**Q:** I grow BaTiO₃ films on substrates that don't quite match. Does it cost more to squeeze the film in its plane or to stretch it?

BaTiO3 in a five-atom cell (R3m when unstrained), under biaxial strain in the a-b plane with c and the atoms relaxed. Ansatz 0.2.0, plane-wave PAW, scalar-relativistic r2SCAN+U (4 eV on Ti d), no spin polarisation, cutoff 500 eV, k mesh 6×6×6, Gaussian smearing of 0.02 eV. Stress is positive in compression; its xy and xz components are 0.

```tsv
strain (%)	energy change (meV/atom)	volume change (%)	c over a	stress xx (GPa)	stress yy (GPa)	stress zz (GPa)	stress yz (GPa)
-4.5	39.4	0.96	1.159	10.22	3.28	6.57	4.65
-3.0	16.4	-0.94	1.085	7.82	2.48	4.97	3.51
-1.5	2.9	-0.75	1.039	3.40	1.01	2.03	1.43
0	0.0	0.00	1.000	0.00	0.00	0.00	0.00
1.5	2.3	1.71	0.973	-2.42	-0.57	-1.15	-0.81
3.0	9.6	3.76	0.950	-4.44	-1.04	-2.09	-1.48
4.5	20.3	5.78	0.927	-5.82	-1.33	-2.66	-1.88
```

**A:** Squeezing costs more. A mismatch of 1.5 % costs a few meV per atom either way, and one of 4.5 % costs tens. At 4.5 % squeezing takes 39.4 meV per atom, about twice the 20.3 for stretching, and the imbalance shrinks at smaller strains. A likely part of the reason is that repulsion between ions rises steeply as bonds shorten, while stretched bonds resist more gently. How much of the imbalance this accounts for isn't tested here.

**Q:** The squeezed rows show a large stress zz. Is something pressing on top of the film?

**A:** No, because z in the table is not the film normal. The stresses refer to the program's axes, which are tilted against the film. Turned into film axes, the stress along the normal is zero within about 0.01 GPa in every row, while the in-plane stress reaches about 10 GPa at −4.5 %. The film is held to the imposed size in its plane and is free to choose its thickness.

**Q:** Then how much does the thickness change?

**A:** Start with an ordinary elastic sheet. If $\varepsilon$ is the in-plane strain and $\nu$ the Poisson number, a stress-free surface gives a thickness strain of $-2\nu\varepsilon/(1-\nu)$. The calculated thickness follows from the column "c over a", which is thickness edge over in-plane edge, set to 1 in the unstrained crystal.

A line through zero strain, fitted to the three stretched rows, gives 0.71 % of thinning for each per cent of stretch. It describes those rows to within 0.2 percentage points, on thickness changes of 1.2 to 3.1 %. Carried over to −4.5 %, which was not in the fit, it predicts $0.71\times4.5=3.2$ % of thickening. The calculation gives $0.955\times1.159=1.107$, or nearly 11 %. The printed output after this text shows the same failure, smaller but clear, in the other squeezed rows.

**Q:** Why does a sheet that behaves so well when stretched fail when squeezed?

**A:** Because it isn't the same crystal on both sides. In BaTiO₃ the titanium ions sit off-centre, which makes the crystal polar and lengthens it along the polar axis. That axis prefers the direction with the most room. The symmetries of the relaxed cells show it along the body diagonal at zero strain, along the normal in the squeezed films, and in the plane along [110] in all three stretched films.

A squeezed film therefore thickens for two reasons: the elastic response, and a polar distortion that now points entirely out of the plane. The turn of the axis alone can't be the whole story. The axis already stands upright at −1.5 %, yet the straight line misses by 1.3 percentage points there and by 7.5 at −4.5 %. The polar distortion is expected to grow as the plane shrinks, which would thicken the film further. No row has the polar distortion switched off, so the two shares can't be separated here. The 0.71 is expected to hold a polar share too. It is measured from the unstrained crystal, whose axis still points partly out of the plane, and a film loses some thickness when that axis lies down. It is a handy slope for stretched films, not a pure elastic constant.

**Q:** Can I see that turn of the axis in the stresses?

**A:** In part, on the stretched side. At +3 % the film pulls with 4.4 GPa along [1-10] but only 3.1 GPa along [110]. The polar distortion tends to lengthen the crystal along its own axis, so less pull is needed to hold the imposed stretch there. An axis that only leaned towards [110] could leave the same mark, so it takes the symmetry to show that the axis lies flat. The row at +4.5 % has the same pattern and the same symmetry, so the axis lies flat there too.

The squeezed rows fit less neatly. An upright axis should treat both in-plane directions alike, yet the film pushes about 0.4 GPa harder along [1-10] than along [110]. The likely cause is the in-plane cell angle, which was held at its unstrained value, about 0.08° off a right angle.

**Q:** At −4.5 % the volume goes up. How can compression make a crystal larger?

**A:** Only the plane is compressed. Its area falls to $0.955^2=0.912$ of the original, while the thickness grows to 1.107, and the product is 1.01. The volume is therefore about 1 % larger. In linear elasticity, an isotropic solid could do this only with a Poisson number above 0.5, which stability forbids. The row marks a strongly elongated crystal, so it is a poor anchor for elastic constants. Gradient-corrected functionals such as PBE tend to overstate such elongation in polar perovskites, and r2SCAN may share the fault, so the small gain in volume is worth checking with another functional.

**Q:** Which digits may I use, and where exactly does the polar axis turn?

**A:** At −4.5 %, don't lean on the tenths of a meV: renewing the plane-wave basis for the final cell shifted that energy by about half a meV per atom. The table holds the value after this step, so the shift isn't an error left in it, but it warns that the energy is sensitive to the basis. At −3.0 and −1.5 % the shift was less than a fifth of a meV. The cutoff, k mesh and functional weren't varied, so their errors aren't known from this table. The turning points are much less certain: they lie somewhere between −1.5 and +1.5 %, one on each side of zero.

The symmetries show that the axis turns on the squeezed side, and the energies may carry a trace of it. If the stress ran straight from zero strain to −1.5 %, its work would be 3.9 meV per atom, but the energy rises by only 2.9. The turn of the axis within that interval could explain the gap, but so could a stress that curves for other reasons. The correction $U$ on the titanium d shell matters too, because it tends to weaken the bonding that drives titanium off-centre, so another $U$ could move the turning points. Nor does 4 eV mean the same in every code: here $U$ acts on orthogonalised atomic orbitals, and codes that project on spheres give different results. Temperature could move them as well: the rows are for zero temperature and leave out zero-point motion, while bulk BaTiO₃ at room temperature is tetragonal, with its polar axis along a cell edge. Whether the axis jumps or swings over gradually remains open, but a finer series of strains around zero, started from each of the polar states, could tell. The relaxations also kept the mirror plane of the starting cell and its five atoms. A polar axis along an in-plane cell edge, or a rotation of the oxygen octahedra, was therefore never tried and could lie lower in energy.

Printed output of the fit:

```
Film shape (ratio and Poisson number undefined at zero strain and printed as 0):
   row  area change %  thickness change %  thickness change at constant volume %  thickening per in-plane squeeze  formal Poisson number
  -4.5         -8.798               10.68                                  9.646                            2.374                 0.5428
  -3.0          -5.91               5.245                                  6.281                            1.748                 0.4664
  -1.5         -2.977               2.341                                  3.069                            1.561                 0.4384
   0.0              0                   0                                      0                                0                      0
   1.5          3.022              -1.241                                 -2.934                            0.827                 0.2925
   3.0           6.09               -2.15                                  -5.74                           0.7167                 0.2638
   4.5          9.202              -3.129                                 -8.427                           0.6952                 0.2579
fit of thick on 3 rows (strain_series > 0): coefficient of strain_series -0.7108 +/- 0.024; rms 0.109, worst 1.5 0.174, leave-one-out rms 0.157
  rows outside the fit (model, value, miss): -4.5 3.198, 10.68, -7.49; -3.0 2.132, 5.245, -3.11; -1.5 1.066, 2.341, -1.28; 0.0 0, 0, 0
Film stresses in GPa and steps from the row above:
   row  along [110]  along normal  [1-10] less [110]  mean stress per strain GPa  stress work meV/atom  energy step meV/atom
  -4.5        9.857     -0.007395             0.3626                         n/a                   n/a                   n/a
  -3.0        7.449     0.0007403             0.3707                       160.3                 -22.3                   -23
  -1.5        3.038      0.001783             0.3618                       294.4                -13.38                 -13.5
   0.0            0             0                  0                       214.6                 -3.93                  -2.9
   1.5        -1.72      0.000342            -0.6997                         138                 2.513                   2.3
   3.0       -3.135      0.005357             -1.305                       114.5                 7.136                   7.3
   4.5       -3.989    -0.0008523             -1.831                       74.46                 10.64                  10.7
Energy of squeezing over stretching at 4.5 %: 1.941
Energy of squeezing over stretching at 3.0 %: 1.708
Energy of squeezing over stretching at 1.5 %: 1.261
Shift by basis reset at -4.5 % in meV/atom: 0.48
Kept deviation of the cell angle from 90 degrees in degrees: 0.07582
Shear stiffness needed for the squeezed rows' stress difference in GPa (order of magnitude): 137.9
```
